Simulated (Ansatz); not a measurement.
Input and command of a calculation in Ansatz (plane waves; scalar-relativistic PAW potentials unless the input names others):

```yaml
crystal:
  lattice:
    - [6.8298594526, 0.0, 0.0]
    - [-2.0047976875, 6.8404007024, 0.0]
    - [0.0, 0.0, 24.1589794261]
  atoms:
    - { symbol: Ge, position: [0.0123417358, 0.2369117363, 0.3104435774], spin: 2.0 }
    - { symbol: Pt, position: [0.2197302358, 0.9967468264, 0.3211741934] }
    - { symbol: Ge, position: [0.9123677587, 0.7099704971, 0.3253861364] }
    - { symbol: Ge, position: [0.5533341626, 0.8765629916, 0.3306292559] }
    - { symbol: Pt, position: [0.2459716856, 0.5897866623, 0.3348411988] }
    - { symbol: Ge, position: [0.4533601855, 0.3496217524, 0.3455718148] }
    - { symbol: Pt, position: [0.8349949694, 0.3930673977, 0.3786784518] }
    - { symbol: Pt, position: [0.8635579125, 0.9867328354, 0.3919984764] }
    - { symbol: Ge, position: [0.2451926964, 0.0301784807, 0.4251051133] }
    - { symbol: Pt, position: [0.4525811964, 0.7900135708, 0.4358357293] }
    - { symbol: Ge, position: [0.1452187194, 0.5032372415, 0.4400476723] }
    - { symbol: Ge, position: [0.7861851232, 0.669829736, 0.4452907918] }
    - { symbol: Pt, position: [0.4788226462, 0.3830534067, 0.4495027347] }
    - { symbol: Ge, position: [0.6862111462, 0.1428884968, 0.4602333508] }
    - { symbol: Pt, position: [0.0678459301, 0.1863341421, 0.4933399877] }
    - { symbol: Pt, position: [0.0964088732, 0.7799995798, 0.5066600123] }
    - { symbol: Ge, position: [0.4780436571, 0.823445225, 0.5397666492] }
    - { symbol: Pt, position: [0.6854321571, 0.5832803152, 0.5504972653] }
    - { symbol: Ge, position: [0.3780696801, 0.2965039859, 0.5547092082] }
    - { symbol: Ge, position: [0.0190360839, 0.4630964804, 0.5599523277] }
    - { symbol: Pt, position: [0.7116736069, 0.1763201511, 0.5641642707] }
    - { symbol: Ge, position: [0.9190621069, 0.9361552412, 0.5748948867] }
    - { symbol: Pt, position: [0.3006968908, 0.9796008864, 0.6080015236] }
    - { symbol: Pt, position: [0.3292598339, 0.5732663242, 0.6213215482] }
    - { symbol: Ge, position: [0.7108946178, 0.6167119694, 0.6544281852] }
    - { symbol: Pt, position: [0.9182831177, 0.3765470595, 0.6651588012] }
    - { symbol: Ge, position: [0.6109206407, 0.0897707302, 0.6693707441] }
    - { symbol: Ge, position: [0.2518870446, 0.2563632247, 0.6746138636] }
    - { symbol: Pt, position: [0.9445245675, 0.9695868954, 0.6788258066] }
    - { symbol: Ge, position: [0.1519130675, 0.7294219856, 0.6895564226] }
basis:
  ecutwfc: 420
kpoints:
  mp_grid: { grid: [6, 5, 1] }
hamiltonian:
  xc: pbesol
scf:
  occupations: { method: gaussian, width: 0.1 }
  max_iter: 75
output:
  forces: true
  eigenvalues: true
  stress: true
efield:
  axis: 3
  dipole_correction: true
  ramp_width: 0.04
```

```bash
ansatz run input.yaml --threads 4 --pin off --max-ram 10240MiB --backend cpu --events-out ev --progress --plain --runs-dir out
```

Problem. What is wrong with this input?

Solution. The program refuses it, because of a moment without spin polarisation (crystal.atoms[0].spin: not typed → 2.0). Without that key it is accepted.

Abridged log:
```
Error: inconsistent input (magnetization.spin_polarized): false but per-atom `spin:`, `per_species`, `initial_magnetization`, `magnetic_field`, or `spin_locking` is set
```